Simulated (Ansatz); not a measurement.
**FeO (Wuestite): relaxation of cell and atoms with RPBE**

Crystal: FeO (Wuestite).

```
Fe O
1.0
     0.00000    2.15540    2.15540
     2.15540    0.00000    2.15540
     2.15540    2.15540    0.00000
Fe O
1 1
Cartesian
  0.0000 0.0000 0.0000
  2.1554 2.1554 2.1554
```

| Property | Result |
| --- | --- |
| Program | Ansatz 0.2.0 |
| Task | relaxation of cell and atoms |
| Functional | RPBE |
| Potentials or basis | Ansatz PAW |
| Cutoff | 420 eV (not typed: the program's choice for these potentials) |
| k mesh | 11 × 11 × 11 |
| Occupations | fermi-dirac, width 0.05 eV |
| Spin | collinear spin, ferromagnetic start |
| Starting moments | [3.0, 0.0] μB |

```json
{
 "Relaxed volume": "10.32 Å³/atom",
 "Relaxed cell": "a = 3.079 Å, b = 3.079 Å, c = 3.079 Å, α = 60.00°, β = 60.00°, γ = 60.00°",
 "Space group after relaxing (to 0.05 Å)": "Fm-3m (No. 225)",
 "Energy gained by relaxing": "5.0 meV/atom",
 "Ionic steps": "7",
 "Pressure after relaxing": "0.0 GPa",
 "Net moment": "4.00 μB per cell",
 "Absolute moment": "4.02 μB per cell",
 "Site moments": "Fe +3.47; O +0.31 μB"
}
```

The path:
```tsv
step	energy change (eV)	largest force (eV/Å)	volume (Å³)
1	0.0000	0.0000	20.03
2	-0.0068	0.0000	20.39
3	-0.0074	0.0000	20.60
4	-0.0074	0.0000	20.61
5	-0.0099	0.0000	20.61
6	-0.0098	0.0000	20.63
7	-0.0099	0.0000	20.63
```

Final structure:
```
Fe O
1.0
     0.00000    2.17694    2.17694
     2.17694    0.00000    2.17694
     2.17694    2.17694    0.00000
Fe O
1 1
Direct
  0.00000 0.00000 0.00000
  0.50000 0.50000 0.50000
```

Wall time 10 s on 2 threads of Arm Neoverse V1, on a shared host, peak memory 0.31 GiB.

Caveat: the plane-wave basis is chosen anew once the cell has moved, so the energies of steps on either side of that aren't comparable; the pressure holds a Pulay correction of +0.6 GPa for the finite cutoff; a cell with one magnetic atom can't hold antiferromagnetic order, which such compounds often take; the PAW data sets come from PBE, with cores solved anew for the run's functional, which leaves a small shift of forces and pressure. RPBE and its kin give volumes clearly too large for solids.
